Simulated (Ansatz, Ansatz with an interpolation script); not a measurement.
Rows from a G0W0 calculation on PbS (Pnma) (Ansatz 0.2.0; G0W0 on LDA, plane waves, PAW; 2×4×4 mesh, 1474 empty bands, screening to 210 eV), in eV. Spin-orbit coupling is left out.

```tsv
row	Σx	Σc	Vxc	Z
A	-17.54	0.61	-16.63	0.71
B	-17.53	0.62	-16.61	0.71
C	-7.94	-3.58	-11.65	0.75
D	-7.95	-3.58	-11.65	0.75
E	-8.32	-3.88	-12.43	0.74
F	-8.35	-3.85	-12.43	0.74
```

Question: Which rows are filled states and which are empty ones, and how can one tell?

Filled: A and B. Empty: C, D, E and F. The sign of Σc tells: for a filled state bare exchange, which holds its interaction with itself, lies below Vxc (Σx − Vxc is -0.9 eV or lower here) and screening gives part back as a positive Σc. For an empty state Σx lies above Vxc (+3.7 eV or more) and the Coulomb hole leaves Σc negative.

[Paths, hosts, dates, memory and timing lines, banners, echoed tables and standing remarks are left out of the program output.]

[Logs are printed without paths, hosts, clocks, repeated set-up lines and the standing remarks that a program may print on its own settings, such as how far it seeks lower states.]

[Runs of the session that timed out or met a known fault of the program may be left out.]

[Hosts, paths, dates, database ids (printed as entryN), source tags and the programs' standing remarks are cut or masked in the printed files.]
